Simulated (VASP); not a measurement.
# GaAs (F-43m) in VASP: further runs, part 2 of 2

VASP 6.6.1. Earlier steps stand in the parts before.

### 3 Single point, PBEsol

This run uses another cell than the first one: it holds 2 atoms, not 9.

Input file INCAR:

```
PREC = Accurate
ENCUT = 520
EDIFF = 1E-6
ISMEAR = 0
SIGMA = 0.1
LREAL = False
LASPH = True
NELM = 100
ALGO = Normal
ISIF = 2
LWAVE = False
LCHARG = True
GGA = PS
LELF = True
LVHAR = True
NBANDS = 16
```

Input file KPOINTS:

```
regular mesh
0
Gamma
  6 6 6
```

Input file POSCAR:

```
GaAs
1.0
    0.0000000000      2.8268500000      2.8268500000
    2.8268500000      0.0000000000      2.8268500000
    2.8268500000      2.8268500000      0.0000000000
Ga As
1 1
Direct
    0.0000000000      0.0000000000      0.0000000000
    0.7500000000      0.7500000000      0.7500000000
```

Potentials or basis: VASP PAW PBE potentials, release 64 (Ga_d, As).

The run is started by

```bash
cat potpaw_PBE.64/Ga_d/POTCAR potpaw_PBE.64/As/POTCAR > POTCAR
mpirun -np 1 vasp_std > vasp.out
```

OUTCAR:

```text
PREC = Accurate
   ENCUT = 520
   EDIFF = 1E-6
   ISMEAR = 0
   LREAL = False
   LASPH = True
   NELM = 100
   ISIF = 2
   GGA = PS

 ion  position               nearest neighbor table
   1  0.000  0.000  0.000-   2 2.45   2 2.45   2 2.45   2 2.45
   2  0.750  0.750  0.750-   1 2.45   1 2.45   1 2.45   1 2.45

  LATTYP: Found a face centered cubic cell.
 ALAT       =     5.6537000000

  Lattice vectors:

 A1 = (   0.0000000000,   2.8268500000,   2.8268500000)
 A2 = (   2.8268500000,   0.0000000000,   2.8268500000)
 A3 = (   2.8268500000,   2.8268500000,   0.0000000000)

Analysis of symmetry for initial positions (statically):
=====================================================================
 Subroutine PRICEL returns:
 Original cell was already a primitive cell.

 Routine SETGRP: Setting up the symmetry group for a
 face centered cubic supercell.

 Subroutine GETGRP returns: Found 24 space group operations
 (whereof 24 operations were pure point group operations)
 out of a pool of 48 trial point group operations.

The static configuration has the point symmetry T_d .

[... 151 lines left out ...]
  energy without entropy =       -9.06593095  energy(sigma->0) =       -9.06593362

 E-fermi :   4.0515     XC(G=0):  -9.7689

 val. band max:        3.8139661499   @ k =   0.0000   0.0000   0.0000
 cond. band min:       4.2666033816   @ k =   0.0000   0.0000   0.0000
 fundamental gap:      0.4526372318
 Fermi energy:         4.0514770397

 k-point     1 :       0.0000    0.0000    0.0000
  band No.  band energies     occupation
      1     -10.9734      2.00000
      2     -10.9734      2.00000
      3     -10.9734      2.00000
      4     -10.8936      2.00000
      5     -10.8936      2.00000
      6      -8.9393      2.00000
[... 281 lines left out ...]
      3     -10.9280      2.00000
      4     -10.9088      2.00000
      5     -10.8865      2.00000
      6      -6.3700      2.00000
[... 8 lines left out ...]
     15      15.9840      0.00000
     16      17.0550      0.00000

------------------------ aborting loop because EDIFF is reached ----------------------------------------

  FORCE on cell =-STRESS in cart. coord.  units (eV):
  Direction    XX          YY          ZZ          XY          YZ          ZX
  --------------------------------------------------------------------------------------
  -------------------------------------------------------------------------------------
  Total        0.0939661      0.0939661      0.0939661      0.0000000      0.0000000     -0.0000000
  in kB        3.3322952      3.3322952      3.3322952      0.0000000      0.0000000     -0.0000000
  external PRESSURE =       3.3322952 kB  Pullay stress =       0.0000000 kB

 VOLUME and BASIS-vectors are now :
 -----------------------------------------------------------------------------
  energy-cutoff  :      520.00
  volume of cell :       45.18
      direct lattice vectors                 reciprocal lattice vectors
     0.000000000  2.826850000  2.826850000    -0.176875321  0.176875321  0.176875321
     2.826850000  0.000000000  2.826850000     0.176875321 -0.176875321  0.176875321
     2.826850000  2.826850000  0.000000000     0.176875321  0.176875321 -0.176875321

 POSITION                                       TOTAL-FORCE (eV/Angst)
 -----------------------------------------------------------------------------------
      0.00000      0.00000      0.00000         0.000000      0.000000      0.000000
      4.24027      4.24027      4.24027        -0.000000     -0.000000     -0.000000
 -----------------------------------------------------------------------------------
    total drift:                               -0.000000     -0.000000     -0.000000

  FREE ENERGIE OF THE ION-ELECTRON SYSTEM (eV)
  ---------------------------------------------------
  free  energy   TOTEN  =        -9.0659362820 eV

  energy  without entropy=       -9.0659309481  energy(sigma->0) =       -9.06593362
```

OSZICAR:

```text
N       E                     dE             d eps       ncg     rms          rms(c)
DAV:   1     0.860425773246E+02    0.86043E+02   -0.89976E+03   512   0.152E+03
DAV:   2    -0.230456028399E+01   -0.88347E+02   -0.84619E+02   576   0.315E+02
DAV:   3    -0.916475653592E+01   -0.68602E+01   -0.68376E+01   608   0.681E+01
DAV:   4    -0.926959917275E+01   -0.10484E+00   -0.10482E+00   608   0.942E+00
DAV:   5    -0.927095483622E+01   -0.13557E-02   -0.13556E-02   664   0.991E-01    0.295E+00
DAV:   6    -0.910016754332E+01    0.17079E+00   -0.22809E-01   784   0.927E+00    0.174E+00
DAV:   7    -0.906749133743E+01    0.32676E-01   -0.60921E-02   776   0.207E+00    0.537E-01
DAV:   8    -0.906570464198E+01    0.17867E-02   -0.98255E-03   640   0.113E+00    0.106E-01
DAV:   9    -0.906587930266E+01   -0.17466E-03   -0.71180E-04   640   0.331E-01    0.425E-02
DAV:  10    -0.906591428694E+01   -0.34984E-04   -0.53519E-05   760   0.746E-02    0.229E-02
DAV:  11    -0.906593627402E+01   -0.21987E-04   -0.25211E-05   576   0.510E-02    0.266E-03
DAV:  12    -0.906593628202E+01   -0.80013E-08   -0.86769E-07   504   0.149E-02
   1 F= -.90659363E+01 E0= -.90659336E+01  d E =-.533396E-05
```

Run time: 6.6 s. Hardware: 1 thread of Intel Xeon 6975P-C (Granite Rapids), shared host; peak memory 0.16 GiB.

What came out:

- Free energy: -9.0659 eV
- Pressure: 0.3 GPa
- Band gap on the k mesh: 0.45 eV, direct

Levels at points of the mesh, in eV from the valence-band top:
| k point | band 6 | band 7 | band 8 | band 9 | band 10 | band 11 | band 12 | band 13 |
| --- | --- | --- | --- | --- | --- | --- | --- | --- |
| (0.00, 0.00, 0.00) | -12.75 | 0.00 | 0.00 | 0.00 | 0.45 | 3.68 | 3.68 | 3.68 |
| (0.50, 0.00, 0.00) | -10.97 | -6.69 | -1.15 | -1.15 | 0.92 | 4.58 | 4.58 | 7.58 |
| (0.50, 0.50, 0.00) | -10.23 | -6.86 | -2.70 | -2.70 | 1.34 | 1.57 | 10.12 | 10.12 |

Caveat: the PAW data sets were made with another functional, which shifts forces and pressure a little.

### 4 Single point, PBEsol

This run uses another cell than the first one, of 22.64 Å³/atom, 1.002 times its volume.

Input file INCAR:

```
SYSTEM = GaAs
PREC = Accurate
ENCUT = 520
EDIFF = 1E-7
ISMEAR = 0
SIGMA = 0.02
LREAL = .False.
LASPH = .True.
NELM = 100
ALGO = Normal
ISIF = 2
LWAVE = .False.
LCHARG = .False.
GGA = PS
NBANDS = 16
```

Input file KPOINTS:

```
regular mesh
0
Gamma
  12 12 12
  0 0 0
```

Input file POSCAR:

```
GaAs
1.0
    0.0000000000      2.8291375032      2.8291375032
    2.8291375032      0.0000000000      2.8291375032
    2.8291375032      2.8291375032      0.0000000000
Ga As
1 1
Direct
    0.0000000000      0.0000000000      0.0000000000
    0.7500000000      0.7500000000      0.7500000000
```

The run is started by

```bash
cat potpaw_PBE.64/Ga_d/POTCAR potpaw_PBE.64/As/POTCAR > POTCAR
mpirun -np 1 vasp_std > vasp.out
```

Wall time 37 s (1 thread of Intel Xeon Platinum 8375C at 2.90GHz (Ice Lake), shared host); peak memory 0.2 GiB.

Results (log left out):

```
Free energy            : -9.0925 eV
Pressure               : 0.2 GPa
Band gap on the k mesh : 0.44 eV, direct
```

Levels at points of the mesh, in eV from the valence-band top:
```csv
k point,band 6,band 7,band 8,band 9,band 10,band 11,band 12,band 13
"(0.00, 0.00, 0.00)",-12.73,0.00,0.00,0.00,0.44,3.69,3.69,3.69
"(0.50, 0.00, 0.00)",-10.96,-6.67,-1.14,-1.14,0.92,4.58,4.58,7.58
"(0.50, 0.50, 0.00)",-10.22,-6.84,-2.69,-2.69,1.36,1.57,10.11,10.11
```

Caveat: the PAW data sets were made with another functional, which shifts forces and pressure a little.

### 5 Single point, PBEsol

This run uses another cell than the first one, of 22.64 Å³/atom, 1.002 times its volume.

Input file INCAR:

```
PREC = Accurate
ENCUT = 520
EDIFF = 1E-6
ISMEAR = 0
SIGMA = 0.02
LREAL = False
LASPH = True
NELM = 80
ALGO = Normal
ISIF = 2
LWAVE = False
LCHARG = False
GGA = PS
NBANDS = 16
```

Input file KPOINTS:

```
regular mesh
0
Gamma
  12 12 12
```

POSCAR is that of step 4.

The run is started by

```bash
cat potpaw_PBE.64/Ga_d/POTCAR potpaw_PBE.64/As/POTCAR > POTCAR
mpirun -np 1 vasp_std > vasp.out
```

It took 28 s on 1 thread of Intel Xeon Platinum 8488C (Sapphire Rapids), shared host; peak memory 0.2 GiB.

Results (log left out):

* Free energy: -9.0925 eV
* Pressure: 0.2 GPa
* Band gap on the k mesh: 0.44 eV, direct

Levels at points of the mesh, in eV from the valence-band top:
| k point | band 6 | band 7 | band 8 | band 9 | band 10 | band 11 | band 12 | band 13 |
| --- | --- | --- | --- | --- | --- | --- | --- | --- |
| (0.00, 0.00, 0.00) | -12.73 | 0.00 | 0.00 | 0.00 | 0.44 | 3.69 | 3.69 | 3.69 |
| (0.50, 0.00, 0.00) | -10.96 | -6.67 | -1.14 | -1.14 | 0.92 | 4.58 | 4.58 | 7.58 |
| (0.50, 0.50, 0.00) | -10.22 | -6.84 | -2.69 | -2.69 | 1.36 | 1.57 | 10.11 | 10.11 |

Caveat: the PAW data sets were made with another functional, which shifts forces and pressure a little.

### 6 Relaxation of cell and atoms, PBEsol

This run uses another cell than the first one: it holds 2 atoms, not 9.

Input file INCAR:

```
ALGO = Fast
EDIFF = 1E-6
EDIFFG = -0.005
ENCUT = 600
GGA = PS
IBRION = 2
ISIF = 3
ISMEAR = 0
LASPH = T
LCHARG = F
LREAL = F
LWAVE = F
NELM = 80
NSW = 100
PREC = Accurate
SIGMA = 0.02
```

Input file KPOINTS:

```
k-points
0
Gamma
  12 12 12
```

Input file POSCAR:

```
GaAs
1.0
    0.0000000000      2.8268500000      2.8268500000
    2.8268500000      0.0000000000      2.8268500000
    2.8268500000      2.8268500000      0.0000000000
Ga As
1 1
Direct
    0.0000000000      0.0000000000      0.0000000000
    0.7500000000      0.7500000000      0.7500000000
```

Potentials or basis: VASP PAW PBE potentials, release 64 (Ga_d, As).

The run is started by

```bash
cat potpaw_PBE.64/Ga_d/POTCAR potpaw_PBE.64/As/POTCAR > POTCAR
mpirun -np 1 vasp_std > vasp.out
```

Run time: 60 s. Hardware: 1 thread of Intel Xeon Platinum 8488C (Sapphire Rapids), shared host; peak memory 0.22 GiB.

The run converged. Its results:

```
Free energy                            : -9.0925 eV
Relaxed volume                         : 22.71 Å³/atom
Relaxed cell                           : a = 4.005 Å, b = 4.005 Å, c = 4.005 Å, α = 60.00°, β = 60.00°, γ = 60.00°
Space group after relaxing (to 0.05 Å) : F-43m (No. 216)
Energy gained by relaxing              : 0.1 meV/atom
Ionic steps                            : 5
Pressure after relaxing                : 0.0 GPa
Band gap on the k mesh                 : 0.42 eV, direct
```

The path:
```
step  energy change (eV)  largest force (eV/Å)  pressure (GPa)  volume (Å³)
   1              0.0000                0.0000            0.34        45.18
   2             -0.0002                0.0000           -0.18        45.49
   3             -0.0002                0.0000            0.14        45.40
   4             -0.0002                0.0000           -0.12        45.44
   5             -0.0002                0.0000            0.02        45.42
```

Final structure:
```yaml
crystal:
  lattice:
    - [0.00000, 2.83195, 2.83195]
    - [2.83195, 0.00000, 2.83195]
    - [2.83195, 2.83195, 0.00000]
  atoms:
    - { symbol: Ga, position: [0.00000, 0.00000, 0.00000] }
    - { symbol: As, position: [0.75000, 0.75000, 0.75000] }
```

Levels at points of the mesh, in eV from the valence-band top:
| k point | band 6 | band 7 | band 8 | band 9 | band 10 | band 11 | band 12 | band 13 |
| --- | --- | --- | --- | --- | --- | --- | --- | --- |
| (0.00, 0.00, 0.00) | -12.71 | 0.00 | 0.00 | 0.00 | 0.42 | 3.69 | 3.69 | 3.69 |
| (0.50, 0.00, 0.00) | -10.95 | -6.65 | -1.14 | -1.14 | 0.91 | 4.58 | 4.58 | 7.58 |
| (0.50, 0.50, 0.00) | -10.22 | -6.82 | -2.68 | -2.68 | 1.36 | 1.58 | 10.09 | 10.09 |

Caveat: the PAW data sets were made with another functional, which shifts forces and pressure a little. Zero-point motion and thermal expansion aren't in these numbers.

### 7 Single point, PBEsol ((1 0 0) slab, atoms relaxed)

Input file INCAR:

```
ALGO = Fast ; DIPOL = 0.5 0.5 0.500
EDIFF = 1E-6 ; ENCUT = 520
GGA = PS ; IDIPOL = 3
ISIF = 2 ; ISMEAR = 0
LASPH = T ; LCHARG = F
LDIPOL = T ; LREAL = F
LWAVE = F ; NBANDS = 48
NELM = 60 ; PREC = Accurate
SIGMA = 0.05
```

Input file KPOINTS:

```
k-points
0
Gamma
  9 9 1
```

Input file POSCAR:

```
Ga4As5
1.0
    4.0010046268      0.0000000000      0.0000000000
    0.0000000000      4.0010046268      0.0000000000
    0.0000000000      0.0000000000     26.3165500128
As Ga
5 4
Direct
    0.0000000000      0.5000000000      0.2851995755
    0.5000000000      0.0000000000      0.3929905694
    0.0000000000      0.5000000000      0.5000000262
    0.5000000000      0.0000000000      0.6070094342
    0.0000000000      0.5000000000      0.7148004225
    0.5000000000      0.5000000000      0.3377817507
    0.0000000000      0.0000000000      0.4459161839
    0.5000000000      0.5000000000      0.5540838297
    0.0000000000      0.0000000000      0.6622182078
```

Potentials or basis: VASP PAW PBE potentials, release 64 (As, Ga_d).

The run is started by

```bash
cat potpaw_PBE.64/As/POTCAR potpaw_PBE.64/Ga_d/POTCAR > POTCAR
mpirun -np 1 vasp_std > vasp.out
```

Wall time 6.4 min (1 thread of Intel Xeon Platinum 8488C (Sapphire Rapids), shared host); peak memory 0.56 GiB.

It converged, with:

| Item | Value |
| --- | --- |
| Free energy | -38.3148 eV |
| Largest force | 0.013 eV/Å |
| Band gap on the k mesh | none (metal or under the smearing width) |

Forces on the atoms (eV/Å):
```
As   0.000  0.000 -0.013
As   0.000  0.000 -0.002
As   0.000  0.000  0.000
As   0.000  0.000  0.002
As   0.000  0.000  0.013
Ga   0.000  0.000  0.001
Ga   0.000  0.000  0.004
Ga   0.000  0.000 -0.004
Ga   0.000  0.000 -0.001
```

Levels at points of the mesh, in eV from the Fermi level:
| k point | band 34 | band 35 | band 36 | band 37 | band 38 | band 39 | band 40 | band 41 | band 42 | band 43 |
| --- | --- | --- | --- | --- | --- | --- | --- | --- | --- | --- |
| (0.00, 0.00, 0.00) | -0.80 | -0.80 | -0.01 | -0.01 | 0.33 | 1.19 | 1.19 | 1.76 | 1.94 | 2.00 |

Caveat: the PAW data sets were made with another functional, which shifts forces and pressure a little.

### 8 Overview

| task | potentials or basis | cell | k mesh | cutoff (eV) | smearing | dipole correction | gap on the mesh (eV) | pressure (GPa) | largest force (eV/Å) |
| --- | --- | --- | --- | --- | --- | --- | --- | --- | --- |
| relaxation of the atoms | VASP PAW PBE potentials, release 64 (As, Ga_d) | atoms relaxed from: (1 0 0) slab, atoms relaxed | 9 × 9 × 1 | 520 | gaussian 0.05 eV | yes | none | - | 0.01 |
| single point | VASP PAW PBE potentials, release 64 (Ga_d, As) | F-43m, 22.59 Å³/atom | 6 × 6 × 6 | 520 | gaussian 0.1 eV | no | 0.45 | 0.3 | - |
| single point | VASP PAW PBE potentials, release 64 (Ga_d, As) | F-43m, 22.64 Å³/atom | 12 × 12 × 12 | 520 | gaussian 0.02 eV | no | 0.44 | 0.2 | - |
| relaxation of cell and atoms | VASP PAW PBE potentials, release 64 (Ga_d, As) | relaxed | 12 × 12 × 12 | 600 | gaussian 0.02 eV | no | 0.42 | 0.0 | - |
| single point | VASP PAW PBE potentials, release 64 (As, Ga_d) | (1 0 0) slab, atoms relaxed | 9 × 9 × 1 | 520 | gaussian 0.05 eV | yes | none | - | 0.01 |

Alike in all rows: level PBEsol; no spin polarisation.

Caveats: the PAW data sets were made with another functional, which shifts forces and pressure a little.

Total energies depend on the potentials used, so only differences within one code and one set of settings carry meaning.

### 9 Against experiment

Step 3. A measured gap of GaAs is 1.418 eV (direct; 300 K; “Evidence of valence band perturbations in GaAsN/GaAs(001): A combined variable-angle spectroscopic ellipsometry and modulated photoreflectance investigation”, 2008, arxiv:0805.2212); the calculated 0.45 eV misses it by -0.97 eV. 3 values of this kind are on record (1.412 to 1.51 eV); this one was drawn at random among those near their median, those with a stated uncertainty first. Spin-orbit coupling on As, Ga is left out. The value is that of PBEsol on a finite k mesh, which can miss the band edges, without temperature or zero-point motion. Semilocal functionals fall short of measured gaps as a rule.

Step 4. Measured gap of GaAs: 1.412 eV (direct; 300 K; “Evidence of valence band perturbations in GaAsN/GaAs(001): A combined variable-angle spectroscopic ellipsometry and modulated photoreflectance investigation”, 2008, arxiv:0805.2212). This calculation gives 0.44 eV (-0.97 eV). 3 values of this kind are on record (1.412 to 1.51 eV); this one was drawn at random among those near their median, those with a stated uncertainty first. Spin-orbit coupling on As, Ga is left out. The value is that of PBEsol on a finite k mesh, which can miss the band edges, without temperature or zero-point motion. Semilocal functionals fall short of measured gaps as a rule.

Step 5. A measured gap of GaAs is 1.418 eV (direct; 300 K; “Evidence of valence band perturbations in GaAsN/GaAs(001): A combined variable-angle spectroscopic ellipsometry and modulated photoreflectance investigation”, 2008, arxiv:0805.2212); the calculated 0.44 eV misses it by -0.98 eV. 3 values of this kind are on record (1.412 to 1.51 eV); this one was drawn at random among those near their median, those with a stated uncertainty first. Spin-orbit coupling on As, Ga is left out. The value is that of PBEsol on a finite k mesh, which can miss the band edges, without temperature or zero-point motion. Semilocal functionals fall short of measured gaps as a rule.
